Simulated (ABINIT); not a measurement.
# GaP (F-43m) in ABINIT: settings compared

The runs below take GaP through equation of state, band structure, with PBEsol, LDA.

All numbers are computed with ABINIT 10.8.3 (patched build); they aren't measurements. Logs are shortened: lines on timing, memory, paths and dates and some standing lists are left out, and cuts for length are marked. The log counts tension as positive stress, the text compression.

**The experiment to reproduce.**

From “Phosphorous dimerization in GaP at high pressure”, 2017, arxiv:1709.06667, for a bulk crystal of GaP: bulk modulus 87.5 ± 0.6 GPa.

“Stacking defects in GaP nanowires: Electronic structure and optical properties”, 2018, arxiv:1810.01194 quotes, for a bulk crystal of GaP at 10 K: band gap 2.34 eV (indirect).

The runs below are set against these values where they give the same quantity.

### Step 1. The crystal as given

Symmetry: F-43m, No. 216, cubic system. The conventional cell has a = 5.451 Å, b = 5.451 Å, c = 5.451 Å, α = 90.00°, β = 90.00°, γ = 90.00°. Ga (site symmetry -43m) has 4 P at 2.36 Å as nearest neighbours. P (site symmetry -43m) has 4 Ga at 2.36 Å as nearest neighbours.

### Step 2. Equation of state, PBEsol

File run.abi:

```
# Datasets: one volume each
ndtset 7
getwfk -1
scalecart1 3*0.9795861087
scalecart2 3*0.9864848297
scalecart3 3*0.9932883884
scalecart4 3*1.0000000000
scalecart5 3*1.0066227096
scalecart6 3*1.0131594038
scalecart7 3*1.0196128224

# Pseudopotentials
pp_dirpath "./"
pseudos "Ga.GGA_PBE-JTH.xml, P.GGA_PBE-JTH.xml"

# Structure
acell 3*1.0
rprim
     0.0000000000     5.1499761211     5.1499761211
     5.1499761211     0.0000000000     5.1499761211
     5.1499761211     5.1499761211     0.0000000000
ntypat 2
znucl 31 15
natom 2
typat 1 2
xred
     0.0000000000     0.0000000000     0.0000000000
     0.7500000000     0.7500000000     0.7500000000

# Plane-wave basis
ecut 15.0
pawecutdg 30.0

# k points
kptopt 1
ngkpt 8 8 8
nshiftk 1
shiftk 0.0 0.0 0.0

# Exchange and correlation
ixc -116133

# Bands and occupations
nband 13
occopt 3
tsmear 0.05 eV

# SCF cycle
nstep 100
tolvrs 1.0e-9

# Output
iomode 3
prtwf 1
prtden 0
prteig 0
prtebands 0
enunit 2
```

Potentials or basis: JTH PAW PBE v2.0.

The run is started by

```console
$ abinit run.abi > log 2>&1
```

run.abo:

```text
.Version 10.8.3 of ABINIT
 DATASET    1 : space group F-4 3 m (#216); Bravais cF (face-center cubic)
================================================================================
 Values of the parameters that define the memory need for DATASET  1.
     intxc =       0    ionmov =       0      iscf =      17    lmnmax =      18
     lnmax =       6     mgfft =      27  mpssoang =       3    mqgrid =    3001
     natom =       2  nloc_mem =       2    nspden =       1   nspinor =       1
    nsppol =       1      nsym =      24    n1xccc =       1    ntypat =       2
    occopt =       3   xclevel =       2
       mpw =         724          nfft =       19683          nkpt =          29
 PAW method is used; the additional fine FFT grid is defined by:
   mgfftf=        36    nfftf =     46656
================================================================================
================================================================================
[... 71 lines left out ...]
 DATASET    7 : space group F-4 3 m (#216); Bravais cF (face-center cubic)
================================================================================
 Values of the parameters that define the memory need for DATASET  7.
     intxc =       0    ionmov =       0      iscf =      17    lmnmax =      18
     lnmax =       6     mgfft =      27  mpssoang =       3    mqgrid =    3001
     natom =       2  nloc_mem =       2    nspden =       1   nspinor =       1
    nsppol =       1      nsym =      24    n1xccc =       1    ntypat =       2
    occopt =       3   xclevel =       2
       mpw =         817          nfft =       19683          nkpt =          29
 PAW method is used; the additional fine FFT grid is defined by:
   mgfftf=        40    nfftf =     64000
================================================================================
================================================================================

--------------------------------------------------------------------------------
------------- Echo of variables that govern the present computation ------------
--------------------------------------------------------------------------------
 -outvars: echo values of preprocessed input variables --------
            acell      1.0000000000E+00  1.0000000000E+00  1.0000000000E+00 Bohr
              amu      6.97230000E+01  3.09737620E+01
             ecut      1.50000000E+01 Hartree
           enunit           2
           getwfk          -1
              ixc     -116133
           jdtset        1    2    3    4    5    6    7
         kptrlatt        8    0    0      0    8    0      0    0    8
          kptrlen1     5.70759065E+01
          kptrlen2     5.74778628E+01
          kptrlen3     5.78742744E+01
          kptrlen4     5.82653286E+01
          kptrlen5     5.86512030E+01
          kptrlen6     5.90320656E+01
          kptrlen7     5.94080762E+01
            natom           2
            nband          13
           ndtset           7
            ngfft          27      27      27
          ngfftdg1         36      36      36
          ngfftdg2         36      36      36
          ngfftdg3         36      36      36
          ngfftdg4         36      36      36
          ngfftdg5         40      40      40
          ngfftdg6         40      40      40
          ngfftdg7         40      40      40
             nkpt          29
            nstep         100
             nsym          24
           ntypat           2
           occopt           3
        pawecutdg      3.00000000E+01 Hartree
         pawxcdev           0
           prtden           0
        prtebands           0
           prteig           0
            rprim1     0.0000000000E+00  5.0448450684E+00  5.0448450684E+00
                       5.0448450684E+00  0.0000000000E+00  5.0448450684E+00
                       5.0448450684E+00  5.0448450684E+00  0.0000000000E+00
            rprim2     0.0000000000E+00  5.0803733168E+00  5.0803733168E+00
                       5.0803733168E+00  0.0000000000E+00  5.0803733168E+00
                       5.0803733168E+00  5.0803733168E+00  0.0000000000E+00
            rprim3     0.0000000000E+00  5.1154114816E+00  5.1154114816E+00
                       5.1154114816E+00  0.0000000000E+00  5.1154114816E+00
                       5.1154114816E+00  5.1154114816E+00  0.0000000000E+00
            rprim4     0.0000000000E+00  5.1499761211E+00  5.1499761211E+00
                       5.1499761211E+00  0.0000000000E+00  5.1499761211E+00
                       5.1499761211E+00  5.1499761211E+00  0.0000000000E+00
            rprim5     0.0000000000E+00  5.1840829174E+00  5.1840829174E+00
[... 20 lines left out ...]
                       4.0878749972E+00  4.0878749972E+00  4.0878749972E+00
           xangst5     0.0000000000E+00  0.0000000000E+00  0.0000000000E+00
                       4.1149478062E+00  4.1149478062E+00  4.1149478062E+00
           xangst6     0.0000000000E+00  0.0000000000E+00  0.0000000000E+00
                       4.1416689950E+00  4.1416689950E+00  4.1416689950E+00
           xangst7     0.0000000000E+00  0.0000000000E+00  0.0000000000E+00
                       4.1680497635E+00  4.1680497635E+00  4.1680497635E+00
            xcart1     0.0000000000E+00  0.0000000000E+00  0.0000000000E+00
                       7.5672676025E+00  7.5672676025E+00  7.5672676025E+00
            xcart2     0.0000000000E+00  0.0000000000E+00  0.0000000000E+00
                       7.6205599752E+00  7.6205599752E+00  7.6205599752E+00
            xcart3     0.0000000000E+00  0.0000000000E+00  0.0000000000E+00
                       7.6731172224E+00  7.6731172224E+00  7.6731172224E+00
            xcart4     0.0000000000E+00  0.0000000000E+00  0.0000000000E+00
                       7.7249641816E+00  7.7249641816E+00  7.7249641816E+00
            xcart5     0.0000000000E+00  0.0000000000E+00  0.0000000000E+00
                       7.7761243761E+00  7.7761243761E+00  7.7761243761E+00
            xcart6     0.0000000000E+00  0.0000000000E+00  0.0000000000E+00
                       7.8266201047E+00  7.8266201047E+00  7.8266201047E+00
            xcart7     0.0000000000E+00  0.0000000000E+00  0.0000000000E+00
                       7.8764725322E+00  7.8764725322E+00  7.8764725322E+00
             xred      0.0000000000E+00  0.0000000000E+00  0.0000000000E+00
                       7.5000000000E-01  7.5000000000E-01  7.5000000000E-01
            znucl       31.00000   15.00000

================================================================================

 chkinp: Checking input parameters for consistency, jdtset=   1.

 chkinp: Checking input parameters for consistency, jdtset=   2.
[... 36 lines left out ...]
 getcut: wavevector=  0.0000  0.0000  0.0000  ngfft=  36  36  36
         ecut(hartree)=     30.000   => boxcut(ratio)=   2.04651

--- Pseudopotential description ------------------------------------------------
- pspini: atom type   1  psp file is ./Ga.GGA_PBE-JTH.xml
 Pseudopotential format is: paw10
 basis_size (lnmax)=  6 (lmn_size= 18), orbitals=   0   0   1   1   2   2
 Spheres core radius: rc_sph= 2.10359248
 Shapefunction is BESSEL type: shapef(r,l)=aa(1,l)*jl(q(1,l)*r)+aa(2,l)*jl(q(2,l)*r)
 Radius for shape functions =  1.80829011
 Compensation charge density is not taken into account in XC energy/potential

- pspini: atom type   2  psp file is ./P.GGA_PBE-JTH.xml
 Pseudopotential format is: paw10
 basis_size (lnmax)=  4 (lmn_size=  8), orbitals=   0   0   1   1
 Spheres core radius: rc_sph= 1.60765221
 Shapefunction is SIN type: shapef(r)=[sin(pi*r/rshp)/(pi*r/rshp)]**2
 Radius for shape functions =  1.60765221
 Compensation charge density is not taken into account in XC energy/potential

   4.33120550E+02                                ecore*ucvol(ha*bohr**3)
--------------------------------------------------------------------------------

================================================================================

--- !BeginCycle
iteration_state: {dtset: 1, }
solver: {iscf: 17, nstep: 100, nline: 4, wfoptalg: 10, }
tolerances: {tolvrs: 1.00E-09, }
...
[... 733 lines left out ...]
 getcut: wavevector=  0.0000  0.0000  0.0000  ngfft=  40  40  40
         ecut(hartree)=     30.000   => boxcut(ratio)=   2.21283

 getcut : COMMENT -
  Note that boxcut > 2.2 ; recall that boxcut=Gcut(box)/Gcut(sphere) = 2
  is sufficient for exact treatment of convolution.
  Such a large boxcut is a waste : you could raise ecut
  e.g. ecut=   36.724498 Hartrees makes boxcut=2

--------------------------------------------------------------------------------

-inwffil : will read wavefunctions from disk file runo_DS4_WFK.nc

================================================================================
[... 519 lines left out ...]
-Cartesian components of stress tensor (GPa)         [Pressure= -4.7837E+00 GPa]
- sigma(1 1)=  4.78365785E+00  sigma(3 2)=  0.00000000E+00
- sigma(2 2)=  4.78365785E+00  sigma(3 1)=  0.00000000E+00
- sigma(3 3)=  4.78365785E+00  sigma(2 1)=  0.00000000E+00

== END DATASET(S) ==============================================================
================================================================================

 -outvars: echo values of variables after computation  --------
            acell      1.0000000000E+00  1.0000000000E+00  1.0000000000E+00 Bohr
           etotal1    -8.5744854761E+01
           etotal2    -8.5745684069E+01
           etotal3    -8.5746122867E+01
           etotal4    -8.5746219073E+01
           etotal5    -8.5746008317E+01
           etotal6    -8.5745512832E+01
           etotal7    -8.5744768842E+01
            fcart1     1.6679434568E-30  1.6679434568E-30 -5.0038303704E-30
                      -1.6679434568E-30 -1.6679434568E-30  5.0038303704E-30
            fcart2    -1.3250233080E-29 -1.3250233080E-29  3.9750699239E-29
                       1.3250233080E-29  1.3250233080E-29 -3.9750699239E-29
            fcart3    -0.0000000000E+00 -0.0000000000E+00 -0.0000000000E+00
                      -0.0000000000E+00 -0.0000000000E+00 -0.0000000000E+00
            fcart4     1.9606730885E-29  1.9606730885E-29 -5.8820192654E-29
                      -1.9606730885E-29 -1.9606730885E-29  5.8820192654E-29
            fcart5    -0.0000000000E+00 -0.0000000000E+00 -0.0000000000E+00
                      -0.0000000000E+00 -0.0000000000E+00 -0.0000000000E+00
[... 38 lines left out ...]
                       0.0000000000E+00  0.0000000000E+00  0.0000000000E+00
           xangst1     0.0000000000E+00  0.0000000000E+00  0.0000000000E+00
                       4.0044255614E+00  4.0044255614E+00  4.0044255614E+00
           xangst2     0.0000000000E+00  0.0000000000E+00  0.0000000000E+00
                       4.0326266704E+00  4.0326266704E+00  4.0326266704E+00
           xangst3     0.0000000000E+00  0.0000000000E+00  0.0000000000E+00
                       4.0604387679E+00  4.0604387679E+00  4.0604387679E+00
           xangst4     0.0000000000E+00  0.0000000000E+00  0.0000000000E+00
                       4.0878749972E+00  4.0878749972E+00  4.0878749972E+00
           xangst5     0.0000000000E+00  0.0000000000E+00  0.0000000000E+00
                       4.1149478062E+00  4.1149478062E+00  4.1149478062E+00
           xangst6     0.0000000000E+00  0.0000000000E+00  0.0000000000E+00
                       4.1416689950E+00  4.1416689950E+00  4.1416689950E+00
           xangst7     0.0000000000E+00  0.0000000000E+00  0.0000000000E+00
                       4.1680497635E+00  4.1680497635E+00  4.1680497635E+00
             xred      0.0000000000E+00  0.0000000000E+00  0.0000000000E+00
                       7.5000000000E-01  7.5000000000E-01  7.5000000000E-01
 Calculation completed.
```

It took 84 s on 1 thread of Arm Neoverse V1, shared host; peak memory 0.13 GiB.

Results:

- Equilibrium volume: 20.16 Å³/atom
- Bulk modulus: 85 GPa
- Pressure derivative of the bulk modulus: 4.3

Energy against volume, from the lowest point:
```tsv
volume (Å³/atom)	energy (meV/atom)
19.026	18.56
19.431	7.28
19.836	1.31
20.240	0.00
20.645	2.87
21.050	9.61
21.455	19.73
```

Caveat: pressures at fixed basis lie under the slope of the energies; the PAW data sets were made with another functional, which shifts forces and pressure a little.

### Step 3. Band structure, LDA

File run.abi:

```
# Datasets: ground state, then fixed potential
ndtset 2

# Pseudopotentials
pp_dirpath "./"
pseudos "Ga.LDA_PW-JTH.xml, P.LDA_PW-JTH.xml"

# Structure
acell 3*1.0 Angstrom
rprim
     0.0000000000     2.7252500000     2.7252500000
     2.7252500000     0.0000000000     2.7252500000
     2.7252500000     2.7252500000     0.0000000000
ntypat 2
znucl 31 15
natom 2
typat 1 2
xred
     0.0000000000     0.0000000000     0.0000000000
     0.7500000000     0.7500000000     0.7500000000

# Plane-wave basis
ecut 20.0
pawecutdg 40.0

# Exchange and correlation
ixc 7

# Bands and occupations
occopt 3
tsmear 0.00183747

# SCF cycle
nstep 100

# Output
iomode 3
prtwf 0
prteig 0
prtebands 0
prtden1 1

# Dataset 1
kptopt1 1
ngkpt1 8 8 8
nshiftk1 1
shiftk1 0.0 0.0 0.0
nband1 13
tolvrs1 1.0e-9

# Dataset 2: bands along G-X-W-K-G-L-U-W-L-K
iscf2 -2
getden2 1
nband2 17
nbdbuf2 2
tolwfr2 1.0e-12
kptopt2 -9
ndivsm2 6
prteig2 1
prtvol2 -3
kptbounds2
     0.0000000000     0.0000000000     0.0000000000
     0.5000000000     0.0000000000     0.5000000000
     0.5000000000     0.2500000000     0.7500000000
     0.3750000000     0.3750000000     0.7500000000
     0.0000000000     0.0000000000     0.0000000000
     0.5000000000     0.5000000000     0.5000000000
     0.6250000000     0.2500000000     0.6250000000
     0.5000000000     0.2500000000     0.7500000000
     0.5000000000     0.5000000000     0.5000000000
     0.3750000000     0.3750000000     0.7500000000
```

Potentials or basis: JTH PAW LDA v2.0.

The run is started by

```console
$ abinit run.abi > log 2>&1
```

Run time: 44 s. Hardware: 1 thread of Arm Neoverse V1, shared host; peak memory 0.11 GiB.

It converged, with:

```yaml
Free_energy: -2341.2535 eV
Pressure: -2.8 GPa
Band_gap_on_the_k_mesh: 1.49 eV, indirect (least direct gap 1.60 eV)
Band_gap_along_the_path: 1.44 eV, indirect (least direct gap 1.60 eV)
Valence_electrons_inside_the_program's_atomic_spheres: Ga 11.09; P 1.60
```

Levels at the corners of the path, in eV from the valence-band top:
```
point  band 5  band 6  band 7  band 8  band 9  band 10  band 11  band 12  band 13  band 14
    Γ  -14.58  -12.52    0.00    0.00    0.00     1.60     3.79     3.79     3.79     8.48
    X  -14.56   -9.52   -6.85   -2.71   -2.71     1.50     1.68    10.43    10.43    10.95
    W  -14.57   -9.42   -6.65   -3.62   -3.47     4.59     4.76     5.96     6.01    11.39
    K  -14.57   -9.56   -6.64   -3.99   -2.28     2.04     4.68     8.11     8.14     9.11
    Γ  -14.58  -12.52    0.00    0.00    0.00     1.60     3.79     3.79     3.79     8.48
    L  -14.57  -10.44   -6.72   -1.13   -1.13     1.50     4.63     4.63     8.05    10.63
    U  -14.57   -9.56   -6.64   -3.99   -2.28     2.04     4.68     8.11     8.14     9.11
    W  -14.57   -9.42   -6.65   -3.62   -3.47     4.59     4.76     5.96     6.01    11.39
    L  -14.57  -10.44   -6.72   -1.13   -1.13     1.50     4.63     4.63     8.05    10.63
    K  -14.57   -9.56   -6.64   -3.99   -2.28     2.04     4.68     8.11     8.14     9.11
```

### Step 4. Comparison with measurements

Step 2. Measured bulk modulus of GaP: 87.5 GPa (“Phosphorous dimerization in GaP at high pressure”, 2017, arxiv:1709.06667). This calculation gives 85 GPa (-2.8 %). The fit is for a static lattice scaled at fixed shape and fixed fractional positions.

Step 3. Measured gap of GaP: 2.34 eV (indirect; 10 K; quoted in “Stacking defects in GaP nanowires: Electronic structure and optical properties”, 2018, arxiv:1810.01194). This calculation gives 1.44 eV (-0.90 eV). Spin-orbit coupling on Ga is left out. The value is that of LDA, without temperature or zero-point motion. Semilocal functionals fall short of measured gaps as a rule.
